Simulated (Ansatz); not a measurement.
The system is Li.

```
CELL_PARAMETERS angstrom
-1.75465 1.75465 1.75465
1.75465 -1.75465 1.75465
1.75465 1.75465 -1.75465
ATOMIC_POSITIONS crystal
Li 0.00000 0.00000 0.00000
```

| Property | Result |
| --- | --- |
| Program | Ansatz 0.2.0 |
| Task | relaxation of cell and atoms |
| Functional | PBE |
| Dispersion | D4 |
| Potentials or basis | Ansatz PAW |
| Cutoff | 420 eV (not typed: the program's choice for these potentials) |
| k mesh | 11 × 11 × 11 |
| Occupations | fermi-dirac, width 0.05 eV |
| Spin | no spin polarisation |

At the start: volume 21.61 Å³/atom.

Q: Where does the relaxation end?

A: It ends after 5 steps and the volume is 20.02 Å³/atom (-7.3 %); space group Im-3m (No. 229, to 0.05 Å).

The path:
```tsv
step	energy change (eV)	largest force (eV/Å)	volume (Å³)
1	0.0000	0.0000	21.61
2	-0.0033	0.0000	20.92
3	-0.0050	0.0000	19.93
4	-0.0050	0.0000	20.02
5	-0.0050	0.0000	20.02
```

Final structure:
```
Li
1.0
    -1.71064    1.71064    1.71064
     1.71064   -1.71064    1.71064
     1.71064    1.71064   -1.71064
Li
1
Direct
  0.00000 0.00000 0.00000
```

The cell as given is a measured one (21.61 Å³/atom); PBE+D4 puts the equilibrium volume -7.3 % from it, thermal expansion not counted.

Caveat: the plane-wave basis is chosen anew once the cell has moved, so the energies of steps on either side of that aren't comparable.
